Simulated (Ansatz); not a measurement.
WS2, a slab with vacuum:

```
CELL_PARAMETERS angstrom
3.18321 0.00000 0.00000
-1.59160 2.75674 0.00000
0.00000 0.00000 23.66876
ATOMIC_POSITIONS crystal
W 0.66667 0.33333 0.36268
W 0.33333 0.66667 0.63732
S 0.66667 0.33333 0.70318
S 0.33333 0.66667 0.42856
S 0.66667 0.33333 0.57144
S 0.33333 0.66667 0.29682
```

Base run:

* Program: Ansatz 0.2.0
* Functional: PBE
* Potentials or basis: Ansatz PAW
* Cutoff: 420 eV (not typed: the program's choice for these potentials)
* k mesh: 10 × 10 × 2
* Occupations: fermi-dirac, width 0.05 eV
* Spin: no spin polarisation

Its results: band gap on the k mesh 1.67 eV, indirect (least direct gap 2.13 eV); largest force 0.271 eV/Å.

Q: The run is repeated on the same cell with these changes: functional from PBE to LDA. What comes out?

A: Band gap on the k mesh 1.62 eV, indirect (least direct gap 2.11 eV); largest force 0.393 eV/Å.

Caveats: the k mesh misses the band edges, so the gap on the mesh is wider than the one along the path; spin-orbit coupling is left out, which moves the levels of the heavy elements; the PAW data sets come from PBE, with cores solved anew for the run's functional, which leaves a small shift of forces and pressure (some runs).
